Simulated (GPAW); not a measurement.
Here is a GPAW 26.7.0 calculation.

run.py

```python
from ase.dft.bandgap import bandgap
from ase.io import read, write
from ase.units import GPa
from gpaw import GPAW, PW

atoms = read('ZnS.xyz')

calc = GPAW(mode=PW(600),
            xc='PBE',
            kpts={'size': (8, 8, 5), 'gamma': True},
            occupations={'name': 'methfessel-paxton', 'order': 0, 'width': 0.018000000000000002},
            nbands=31,
            convergence={'density': 1e-05, 'energy': 1e-05},
            maxiter=150,
            txt='gpaw.txt')
atoms.calc = calc
energy = atoms.get_potential_energy()
forces = atoms.get_forces()
stress = atoms.get_stress()
calc.write('gs.gpw')
write('result.traj', atoms)
print(f'Energy: {energy:.6f} eV')
print('Forces (eV/A):')
print(forces.round(4))
print('Stress (GPa):', (stress / GPa).round(3))
print('Fermi level:', round(calc.get_fermi_level(), 4), 'eV')
print(f'Gap: {bandgap(calc)[0]:.4f} eV, direct: {bandgap(calc, direct=True)[0]:.4f} eV')
```

Contents of ZnS.xyz:

```xyz
4
Lattice="3.8110000000 0.0000000000 0.0000000000 -1.9055000000 3.3004228138 0.0000000000 0.0000000000 0.0000000000 6.2340000000" Properties=species:S:1:pos:R:3 pbc="T T T"
Zn     1.9055000002      1.1001409378      3.1170000000
Zn    -0.0000000002      2.2002818760      0.0000000000
S      1.9055000002      1.1001409378      5.5170900000
S     -0.0000000002      2.2002818760      2.4000900000
```

Potentials or basis: GPAW PAW data sets (gpaw-data 1.2.1), pw.

The run is started by

```sh
$ OMP_NUM_THREADS=1 python run.py
```

Q: Predict the band gap on the k mesh.

A: 2.24 eV, direct.

Q: Estimate the largest force.

A: 0.328 eV/Å.

Stress tensor (GPa, compression positive):
```
3.07 0.00 0.00
0.00 3.07 0.00
0.00 0.00 0.95
```

**The experiment to reproduce.**

A printed reference work, monograph reports, for a bulk crystal of ZnS at 4 K: band gap 3.911 eV (direct).

A measured gap of ZnS is 3.911 eV (direct; 4 K; a printed reference work, monograph); the calculated 2.24 eV misses it by -1.67 eV. The value is that of PBE, without temperature or zero-point motion. Semilocal functionals fall short of measured gaps as a rule.
